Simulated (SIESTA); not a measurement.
**HgSe under changes of volume**

One of the cells (28.628 Å³/atom); the others are scaled copies at fixed shape and fractional positions:

```
Hg Se
1.0
     0.00000    3.05913    3.05913
     3.05913    0.00000    3.05913
     3.05913    3.05913    0.00000
Hg Se
1 1
Cartesian
  0.0000 0.0000 0.0000
  4.5887 4.5887 4.5887
```

| Property | Result |
| --- | --- |
| Program | SIESTA 5.4.2 |
| Functional | PBE |
| Potentials or basis | PseudoDojo 0.4 standard (PBE files) |
| Basis | DZP (energy shift 0.002 Ry) |
| Grid cutoff | 800 Ry |
| Energy shift | 0.002 Ry |
| k mesh | 8 × 8 × 8 |
| Occupations | fermi-dirac, width 0.05 eV |
| Spin | no spin polarisation |

```tsv
volume (Å³/atom)	energy over the lowest point (meV/atom)	pressure (GPa)
26.383	140.48	11.5
26.944	?	?
27.505	72.68	7.9
28.628	27.65	5.1
29.189	11.75	3.9
29.751	0.00	2.8
```

Q: What does the run at 26.944 Å³/atom give?

A: Energy over the lowest point 103.54 meV/atom; pressure 9.7 GPa.

Worked out: A Birch-Murnaghan fit of order 3 (a polynomial in V^(-2/3)) to the other rows has no minimum within the range. It gives 103.39 meV/atom at 26.944 Å³/atom, against the run's 103.54, and -dE/dV = 9.6 GPa, against 9.7.

Energies are extrapolated to zero smearing.

Caveats: semicore shells carry a single zeta, which can move pressures by several GPa and volumes by a few percent; the basis of atomic orbitals isn't converged, which shifts pressures, moduli and gaps.
